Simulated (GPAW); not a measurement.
A run of GPAW 26.7.0 is set up as follows.

File run.py:

```python
from ase import Atoms
from ase.dft.bandgap import bandgap
from ase.io import write
from ase.units import GPa
from gpaw import GPAW, PW

atoms = Atoms(['Al', 'Al', 'Al', 'Al', 'O', 'O', 'O', 'O', 'O', 'O'],
              cell=[[2.38025, 1.3742379782, 4.3318666667],
                    [-2.38025, 1.3742379782, 4.3318666667],
                    [0.0, -2.7484759565, 4.3318666667]],
              scaled_positions=[[0.85216, 0.85216, 0.85216],
                                [0.64784, 0.64784, 0.64784],
                                [0.14784, 0.14784, 0.14784],
                                [0.35216, 0.35216, 0.35216],
                                [0.05668, 0.75, 0.44332],
                                [0.75, 0.44332, 0.05668],
                                [0.44332, 0.05668, 0.75],
                                [0.94332, 0.25, 0.55668],
                                [0.25, 0.55668, 0.94332],
                                [0.55668, 0.94332, 0.25]],
              pbc=True)

calc = GPAW(mode=PW(600),
            xc='PBE',
            kpts={'size': (6, 6, 6), 'gamma': True},
            occupations={'name': 'fermi-dirac', 'width': 0.05},
            nbands=44,
            maxiter=120,
            txt='gpaw.txt')
atoms.calc = calc
energy = atoms.get_potential_energy()
forces = atoms.get_forces()
stress = atoms.get_stress()
calc.write('gs.gpw')
write('result.traj', atoms)
print(f'Energy: {energy:.6f} eV')
print('Forces (eV/A):')
print(forces.round(4))
print('Stress (GPa):', (stress / GPa).round(3))
print('Fermi level:', round(calc.get_fermi_level(), 4), 'eV')
print(f'Gap: {bandgap(calc)[0]:.4f} eV, direct: {bandgap(calc, direct=True)[0]:.4f} eV')
```

Potentials or basis: GPAW PAW data sets (gpaw-data 1.2.1), pw.

Run with:

```sh
$ OMP_NUM_THREADS=1 python run.py
```

Q: What does it give for the pressure?

A: 3.3 GPa.

Q: Predict the largest force.

A: 0.045 eV/Å.

Q: What does it give for the band gap on the k mesh?

A: 6.23 eV, direct.

Forces in eV/Å, atoms in the order of the input:
```
Al   0.000  0.000 -0.045
Al   0.000  0.000  0.045
Al   0.000  0.000  0.045
Al   0.000  0.000 -0.045
O   -0.017 -0.030  0.000
O   -0.017  0.030  0.000
O    0.035  0.000  0.000
O    0.017  0.030  0.000
O    0.017 -0.030  0.000
O   -0.035  0.000  0.000
```

Caveat: the cutoff is short for stress and forces, so pressures can be off by a GPa or more.

**Measured values to compare with.**

From “Multi-petahertz electron interference in Cr:Al2O3 solid-state material”, 2018, pmc:5906618, for a bulk crystal of Al2O3: band gap 8.7 eV (optical).

Against the measured gap of Al2O3, 8.7 eV (optical; quoted in “Multi-petahertz electron interference in Cr:Al2O3 solid-state material”, 2018, pmc:5906618), the calculated 6.23 eV is off by -2.47 eV. The value is that of PBE on a finite k mesh, which can miss the band edges, without temperature or zero-point motion. Semilocal functionals fall short of measured gaps as a rule.
